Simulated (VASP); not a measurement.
```
CELL_PARAMETERS angstrom
      0.00000     2.88918     2.88918
      2.88918     0.00000     2.88918
      2.88918     2.88918     0.00000
ATOMIC_POSITIONS crystal
  Na 0.00000 0.00000 0.00000
  Br 0.50000 0.50000 0.50000
```

Level of theory: LDA (Ceperley-Alder, Perdew-Zunger), VASP's LDA PAW potentials (set 64) (plane waves; VASP). Run with 400 eV cut-off, Gaussian smearing of 0.050 eV, potentials Na_pv Br.

Give the energies of bands 5 to 10 at the high-symmetry points, in eV from the valence-band maximum.

| band | Γ | X | U | L | W |
|---|---|---|---|---|---|
| 5 | 0.00 | -2.17 | -1.86 | -2.49 | -1.59 |
| 6 | 0.00 | -0.81 | -1.50 | -0.35 | -1.59 |
| 7 | 0.00 | -0.81 | -0.67 | -0.35 | -1.03 |
| 8 | 4.10 | 6.03 | 6.74 | 5.98 | 7.59 |
| 9 | 9.69 | 6.62 | 8.02 | 9.46 | 8.78 |
| 10 | 9.69 | 11.09 | 10.00 | 9.46 | 8.78 |

The gap is direct, 4.10 eV, from the valence maximum at Γ to the conduction minimum at Γ.

Measured: gap 7.10 eV (computed value off by -3.00 eV), as given by Aguado et al., (1998), arXiv:cond-mat/9809176.

The compound is NaBr in the rock salt structure. It was relaxed first, which changed the volume by -9 %.
